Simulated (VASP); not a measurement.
Set up this calculation in VASP 6.6.1, as the native input.

* Task: single point
* Functional: PBE
* Potentials or basis: VASP PAW PBE potentials, release 64 (Ag, O)
* Cutoff: 520 eV
* k mesh: 4 × 4 × 4
* Occupations: gaussian, width 0.01 eV
* Spin: no spin polarisation
* Dipole correction: no
* Further INCAR settings: ALGO = Normal; EDIFF = 1e-06; NBANDS = 37

The structure of Ag2O lies in POSCAR:

```
Ag2O
1.0
    4.7180000000      0.0000000000      0.0000000000
    0.0000000000      4.7180000000      0.0000000000
    0.0000000000      0.0000000000      4.7180000000
Ag O
4 2
Direct
    0.2500000000      0.2500000000      0.2500000000
    0.2500000000      0.7500000000      0.7500000000
    0.7500000000      0.7500000000      0.2500000000
    0.7500000000      0.2500000000      0.7500000000
    0.0000000000      0.0000000000      0.0000000000
    0.5000000000      0.5000000000      0.5000000000
```

One way to write it, as run:

INCAR

```
  PREC = Accurate
  ENCUT = 520
  EDIFF = 1E-6
  ISMEAR = 0
  SIGMA = 0.01
  LREAL = F
  LASPH = T
  NELM = 100
  ALGO = Normal
  ISIF = 2
  LWAVE = F
  LCHARG = T
  GGA = PE
  LELF = T
  LVHAR = T
  NBANDS = 37
```

KPOINTS

```
regular mesh
0
Gamma
  4 4 4
```

Potentials or basis: VASP PAW PBE potentials, release 64 (Ag, O).

The run is started by

```sh
$ cat potpaw_PBE.64/Ag/POTCAR potpaw_PBE.64/O/POTCAR > POTCAR
$ mpirun -np 1 vasp_std > vasp.out
```

Results of the run:

| Item | Value |
| --- | --- |
| Pressure | 4.8 GPa |
| Band gap on the k mesh | 0.04 eV, direct |

Run time: 40 s on 1 thread of AMD EPYC 7R13 Processor (Zen 3), on a shared host, peak memory 0.18 GiB.
